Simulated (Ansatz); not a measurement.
Crystal: Ca.

```xyz
1
Lattice="-0.0391 2.8063 2.8103 2.7256 -0.0088 2.7800 2.7544 2.8048 -0.0376" Properties=species:S:1:pos:R:3 pbc="T T T"
Ca   -0.0041    0.0342   -0.0352
```

The cell isn't the ideal one: cell strained at random at fixed volume.

Base run:

* Program: Ansatz 0.2.0
* Functional: PBE
* Potentials or basis: all-electron LAPW, scalar-relativistic
* Cutoff: 82 eV (chosen from the basis error)
* Basis error allowed: 0.001 eV/atom
* k mesh: 8 × 8 × 8
* Occupations: gaussian, width 0.1 eV
* Spin: no spin polarisation

Its results: band gap on the k mesh none (metal or under the smearing width); pressure -0.6 GPa.

**Question.** The run is repeated on the same cell with these changes: functional from PBE to PBEsol. What comes out?

**Answer.** Band gap on the k mesh none (metal or under the smearing width); pressure -1.2 GPa.

PBEsol binds more tightly than PBE, so the same cell stands under less pressure.
